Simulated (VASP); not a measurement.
Runs of VASP 6.6.1 on SnS2. The cell holds a slab with vacuum, 3 atoms: a = 3.663 Å, b = 3.663 Å, c = 20.934 Å, α = 90.00°, β = 90.00°, γ = 120.00°. 

| task | level | spin | cell | cutoff (eV) | dipole correction | gap on the mesh (eV) | largest force (eV/Å) |
| --- | --- | --- | --- | --- | --- | --- | --- |
| band structure | PBE+D3(BJ) | SOC, no magnetisation | P-3m1, 81.09 Å³/atom | 520 | yes | - | 0.01 |
| relaxation of cell and atoms | PBE+D3(BJ) | off | relaxed | 600 | - | 1.58 | - |
| band structure | r2SCAN | off | P-3m1, 81.09 Å³/atom | 520 | yes | (a) | 0.22 |
| band structure | PBE+D3(BJ) | off | P-3m1, 81.09 Å³/atom | 520 | yes | 1.58 | - |

Alike in all rows: potentials or basis VASP PAW PBE potentials, release 64 (S, Sn_d); k mesh 12 × 12 × 1; smearing gaussian 0.03 eV.

Problem. Fill in the values left out.

Solution. (a) 1.90.

Caveats: spin-orbit coupling is left out, which moves the levels of the heavy elements (some runs); the PAW data sets were made with another functional, which shifts forces and pressure a little (some runs).

A k mesh can miss the band edges, and rows without SOC leave out spin-orbit coupling on Sn.
